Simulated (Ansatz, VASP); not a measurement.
One calculation of SiC4, two programs

```
CELL_PARAMETERS angstrom
-3.35535 3.35535 1.24581
3.35535 -3.35535 1.24581
3.35535 3.35535 -1.24581
ATOMIC_POSITIONS crystal
Si 0.00000 0.00000 0.00000
C 0.71933 0.71935 0.43868
C 0.71935 0.28067 0.00002
C 0.28065 0.71933 0.99998
C 0.28067 0.28065 0.56132
```

Change from the starting cell: species swapped into the MnAu4 type (I4/m, No. 87).

Alike in both runs: functional PBE; k mesh 6 × 6 × 6; occupations gaussian, width 0.1 eV; no spin polarisation.

Ansatz relaxed the structure, and its values are those at the end. VASP's run is a single point on that final structure, the one shown.

|  | VASP | Ansatz |
| --- | --- | --- |
| version | VASP 6.6.1 | Ansatz 0.2.0 |
| potentials or method | VASP PAW PBE potentials, release 64 (Si, C) | scalar-relativistic, plane waves, PAW |
| plane-wave cutoff (eV) | 520 | 420 |
| valence electrons in the cell | 20 | 20 |

VASP gave:

```
gap on the k mesh at the Fermi level (eV) : none
pressure (GPa)                            : 0.3
rms of the force components (eV/Å)        : 0.005
```

Task: Estimate Ansatz's values.

Result: gap on the k mesh at the Fermi level (eV): none; pressure (GPa): 0.1; rms of the force components (eV/Å): 0.003.

A gap of «none» marks a metal or a gap that the smearing closes.

Caveats: the k mesh is coarse (spacing up to 0.45 Å⁻¹), so the values aren't converged.
